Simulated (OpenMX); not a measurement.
# CuO (F-43m) in OpenMX: further runs, part 2 of 2

OpenMX 3.8.5. The steps go on from the part before.

### 4 Single point, PBE

This run uses another cell than the first one, of 12.10 Å³/atom, 1.091 times its volume.

Input file CuO.dat:

```
System.CurrrentDirectory             ./
System.Name                          CuO
DATA.PATH                            ./DFT_DATA13
level.of.stdout                      1
level.of.fileout                     0
Species.Number                       2
<Definition.of.Atomic.Species
  Cu  Cu6.0H-s3p2d2          Cu_PBE13H
  O   O6.0-s2p2d1            O_PBE13
Definition.of.Atomic.Species>

Atoms.Number                         2
Atoms.SpeciesAndCoordinates.Unit     FRAC
<Atoms.SpeciesAndCoordinates
    1  Cu    0.0000000000    0.0000000000    0.0000000000   9.500  9.500
    2  O     0.2500000000    0.2500000000    0.2500000000   3.000  3.000
Atoms.SpeciesAndCoordinates>

Atoms.UnitVectors.Unit               Ang
<Atoms.UnitVectors
     0.0000000000    2.2957995131    2.2957995131
     2.2957995131    0.0000000000    2.2957995131
     2.2957995131    2.2957995131    0.0000000000
Atoms.UnitVectors>

scf.XcType                           GGA-PBE
scf.SpinPolarization                 off
scf.ElectronicTemperature            580.226
scf.energycutoff                     500.0
scf.maxIter                          100
scf.EigenvalueSolver                 band
scf.Kgrid                            7 7 7
scf.Mixing.Type                      rmm-diisk
scf.Init.Mixing.Weight               0.05
scf.Min.Mixing.Weight                0.001
scf.Max.Mixing.Weight                0.3
scf.Mixing.History                   25
scf.Mixing.StartPulay                8
scf.criterion                        1.0e-8
scf.stress.tensor                    on
MD.Type                              nomd
```

Potentials or basis: OpenMX 2013 PBE set, Cu6.0H-s3p2d2, O6.0-s2p2d1, grid cutoff 500 Ry.

Started as:

```bash
openmx CuO.dat -nt 1 > CuO.std
```

CuO.out:

```text
Required cutoff energy (Ryd) for 3D-grids = 500.0000
      Used cutoff energy (Ryd) for 3D-grids = 509.6833, 509.6833, 509.6833
  Num. of grids of a-, b-, and c-axes = 36, 36, 36

  Num.Grid1.    36
  Num.Grid2.    36
  Num.Grid3.    36

  Cell_Volume =    163.315867195080 (Bohr^3)
  GridVol     =      0.003500425823 (Bohr^3)
  Cell vectors (bohr) of the grid cell (gtv)
    gtv_a =  0.000000000000,  0.120512000124,  0.120512000124
    gtv_b =  0.120512000124,  0.000000000000,  0.120512000124
    gtv_c =  0.120512000124,  0.120512000124,  0.000000000000
    |gtv_a| =  0.170429705004
    |gtv_b| =  0.170429705004
    |gtv_c| =  0.170429705004

[... 207 lines left out ...]
   sum over m     -0.003337696 -0.003337696  -0.006675392   0.000000000
   sum over m+mul  0.901554912  0.901554912   1.803109824   0.000000000
  px          0    0.769052401  0.769052401   1.538104801   0.000000000
  py          0    0.769052477  0.769052477   1.538104954   0.000000000
  pz          0    0.769052421  0.769052421   1.538104843   0.000000000
   sum over m      2.307157299  2.307157299   4.614314598   0.000000000
  px          1   -0.004273041 -0.004273041  -0.008546083   0.000000000
  py          1   -0.004273017 -0.004273017  -0.008546034   0.000000000
  pz          1   -0.004273019 -0.004273019  -0.008546039   0.000000000
   sum over m     -0.012819077 -0.012819077  -0.025638155   0.000000000
   sum over m+mul  2.294338221  2.294338221   4.588676443   0.000000000
  d3z^2-r^2   0    0.001159320  0.001159320   0.002318640   0.000000000
  dx^2-y^2    0    0.001159319  0.001159319   0.002318639   0.000000000
  dxy         0    0.001583130  0.001583130   0.003166261   0.000000000
  dxz         0    0.001583130  0.001583130   0.003166260   0.000000000
  dyz         0    0.001583129  0.001583129   0.003166257   0.000000000
   sum over m      0.007068028  0.007068028   0.014136056   0.000000000
   sum over m+mul  0.007068028  0.007068028   0.014136056   0.000000000

***********************************************************
       xyz-coordinates (Ang) and forces (Hartree/Bohr)
***********************************************************

<coordinates.forces
  2
    1    Cu     0.00000   0.00000   0.00000  -0.000242053249 -0.000241947514 -0.000241973266
    2     O     1.14790   1.14790   1.14790   0.000248299937  0.000248194332  0.000248220038
coordinates.forces>

***********************************************************
       Fractional coordinates of the final structure
***********************************************************

     1     Cu     0.00000000000000   0.00000000000000   0.00000000000000
     2      O     0.25000000000000   0.25000000000000   0.25000000000000
```

CuO.std:

```text
*******************************************************
 Welcome to OpenMX   Ver. 3.8.5
 Copyright (C), 2002-2014, T. Ozaki
 OpenMX comes with ABSOLUTELY NO WARRANTY.
 This is free software, and you are welcome to
 redistribute it under the constitution of the GNU-GPL.
*******************************************************
[... 216 lines left out ...]
  Uzs   =       0.000000000000
  Uzo   =       0.000000000000
  Uef   =       0.000000000000
  UvdW  =       0.000000000000
  Utot  =    -213.956848320329

*******************************************************
             MD or geometry opt. at MD = 1
*******************************************************

outputting data on grids to files...

The calculation was normally finished.
```

Wall time 54 s (1 thread of Arm Neoverse V2, shared host); peak memory 0.55 GiB.

Results:

```
Free energy            : -5822.0829 eV
Pressure               : -2.7 GPa
Band gap on the k mesh : none (metal or under the smearing width)
Mulliken charges       : Cu +0.41; O -0.41 e
```

Levels at points of the mesh, in eV from the Fermi level:
```csv
k point,band 9,band 10,band 11,band 12,band 13,band 14,band 15,band 16,band 17,band 18
"(0.00, 0.00, 0.00)",-2.05,-2.05,0.76,0.77,0.77,1.38,15.15,15.15,15.16,23.25
```

Caveat: Mulliken charges move with the basis; the basis of atomic orbitals isn't converged, which shifts pressures, moduli and gaps; an odd number of electrons without spin polarisation forces a metal; a magnetic or distorted state may lie lower; the run has no spin polarisation, though such a crystal can be magnetic; semilocal functionals often make such compounds metallic where correlation or magnetic order opens a gap, which also shifts bond lengths. With open d or f shells a metallic result of PBE can be an artefact of self-interaction; +U or a hybrid may open a gap.

### 5 Single point, PBE

This run uses another cell than the first one, of 12.60 Å³/atom, 1.136 times its volume.

CuO.dat: that of step 4 with these lines changed.

```diff
@@ -20,5 +20,5 @@
 <Atoms.UnitVectors
-     0.0000000000    2.2957995131    2.2957995131
-     2.2957995131    0.0000000000    2.2957995131
-     2.2957995131    2.2957995131    0.0000000000
+     0.0000000000    2.3272527300    2.3272527300
+     2.3272527300    0.0000000000    2.3272527300
+     2.3272527300    2.3272527300    0.0000000000
 Atoms.UnitVectors>
```

Started as:

```bash
openmx CuO.dat -nt 1 > CuO.std
```

It took 50 s on 1 thread of Arm Neoverse V2, shared host; peak memory 0.54 GiB.

It converged, with:

```yaml
Free_energy: -5822.0508 eV
Pressure: -7.1 GPa
Band_gap_on_the_k_mesh: none (metal or under the smearing width)
Mulliken_charges: Cu +0.41; O -0.41 e
```

Levels at points of the mesh, in eV from the Fermi level:
| k point | band 10 | band 11 | band 12 | band 13 | band 14 | band 15 | band 16 | band 17 |
| --- | --- | --- | --- | --- | --- | --- | --- | --- |
| (0.00, 0.00, 0.00) | -1.95 | 0.72 | 0.74 | 0.74 | 1.32 | 14.77 | 14.77 | 14.78 |

Caveat: Mulliken charges move with the basis; the basis of atomic orbitals isn't converged, which shifts pressures, moduli and gaps; an odd number of electrons without spin polarisation forces a metal; a magnetic or distorted state may lie lower; the run has no spin polarisation, though such a crystal can be magnetic; semilocal functionals often make such compounds metallic where correlation or magnetic order opens a gap, which also shifts bond lengths.

### 6 Single point, PBE

This run uses another cell than the first one, of 13.11 Å³/atom, 1.182 times its volume.

CuO.dat: that of step 5 with these lines changed.

```diff
@@ -20,5 +20,5 @@
 <Atoms.UnitVectors
-     0.0000000000    2.3272527300    2.3272527300
-     2.3272527300    0.0000000000    2.3272527300
-     2.3272527300    2.3272527300    0.0000000000
+     0.0000000000    2.3578779885    2.3578779885
+     2.3578779885    0.0000000000    2.3578779885
+     2.3578779885    2.3578779885    0.0000000000
 Atoms.UnitVectors>
```

Potentials or basis: OpenMX 2013 PBE set, Cu6.0H-s3p2d2, O6.0-s2p2d1, grid cutoff 500 Ry.

Started as:

```bash
openmx CuO.dat -nt 1 > CuO.std
```

Run time: 48 s. Hardware: 1 thread of Arm Neoverse V2, shared host; peak memory 0.52 GiB.

It converged, with:

| Item | Value |
| --- | --- |
| Free energy | -5821.9954 eV |
| Pressure | -10.5 GPa |
| Band gap on the k mesh | none (metal or under the smearing width) |
| Mulliken charges | Cu +0.42; O -0.42 e |

Levels at points of the mesh, in eV from the Fermi level:
| k point | band 10 | band 11 | band 12 | band 13 | band 14 | band 15 | band 16 | band 17 |
| --- | --- | --- | --- | --- | --- | --- | --- | --- |
| (0.00, 0.00, 0.00) | -1.87 | 0.69 | 0.71 | 0.71 | 1.26 | 14.43 | 14.43 | 14.44 |

Caveat: Mulliken charges move with the basis; the basis of atomic orbitals isn't converged, which shifts pressures, moduli and gaps; an odd number of electrons without spin polarisation forces a metal; a magnetic or distorted state may lie lower; the run has no spin polarisation, though such a crystal can be magnetic; semilocal functionals often make such compounds metallic where correlation or magnetic order opens a gap, which also shifts bond lengths. With open d or f shells a metallic result of PBE can be an artefact of self-interaction; +U or a hybrid may open a gap.

### 7 Single point, PBE

This run uses another cell than the first one, of 13.61 Å³/atom, 1.227 times its volume.

CuO.dat: that of step 6 with these lines changed.

```diff
@@ -20,5 +20,5 @@
 <Atoms.UnitVectors
-     0.0000000000    2.3578779885    2.3578779885
-     2.3578779885    0.0000000000    2.3578779885
-     2.3578779885    2.3578779885    0.0000000000
+     0.0000000000    2.3877277141    2.3877277141
+     2.3877277141    0.0000000000    2.3877277141
+     2.3877277141    2.3877277141    0.0000000000
 Atoms.UnitVectors>
```

Started as:

```bash
openmx CuO.dat -nt 1 > CuO.std
```

Run time: 46 s. Hardware: 1 thread of Arm Neoverse V2, shared host; peak memory 0.52 GiB.

Results (log left out):

```yaml
Free_energy: -5821.9216 eV
Pressure: -12.7 GPa
Band_gap_on_the_k_mesh: none (metal or under the smearing width)
Mulliken_charges: Cu +0.42; O -0.42 e
```

Levels at points of the mesh, in eV from the Fermi level:
| k point | band 11 | band 12 | band 13 | band 14 | band 15 | band 16 |
| --- | --- | --- | --- | --- | --- | --- |
| (0.00, 0.00, 0.00) | 0.66 | 0.68 | 0.68 | 1.21 | 14.13 | 14.13 |

Caveat: Mulliken charges move with the basis; the basis of atomic orbitals isn't converged, which shifts pressures, moduli and gaps; an odd number of electrons without spin polarisation forces a metal; a magnetic or distorted state may lie lower; the run has no spin polarisation, though such a crystal can be magnetic; semilocal functionals often make such compounds metallic where correlation or magnetic order opens a gap, which also shifts bond lengths. With open d or f shells a metallic result of PBE can be an artefact of self-interaction; +U or a hybrid may open a gap.

### 8 The runs side by side

```tsv
cell	gap on the mesh (eV)	pressure (GPa)
F-43m, 11.09 Å³/atom	none	10.2
F-43m, 11.6 Å³/atom	none	2.9
F-43m, 12.1 Å³/atom	none	-2.7
F-43m, 12.6 Å³/atom	none	-7.1
F-43m, 13.11 Å³/atom	none	-10.5
F-43m, 13.61 Å³/atom	none	-12.7
```

Alike in all rows: task single point; level PBE; potentials or basis OpenMX 2013 PBE set, Cu6.0H-s3p2d2, O6.0-s2p2d1, grid cutoff 500 Ry; no spin polarisation; k mesh 7 × 7 × 7; smearing fermi-dirac 0.05 eV.

Caveats: the basis of atomic orbitals isn't converged, which shifts pressures, moduli and gaps; an odd number of electrons without spin polarisation forces a metal; a magnetic or distorted state may lie lower; the run has no spin polarisation, though such a crystal can be magnetic; semilocal functionals often make such compounds metallic where correlation or magnetic order opens a gap, which also shifts bond lengths.

Absolute energies hang on the potentials; compare differences alone.
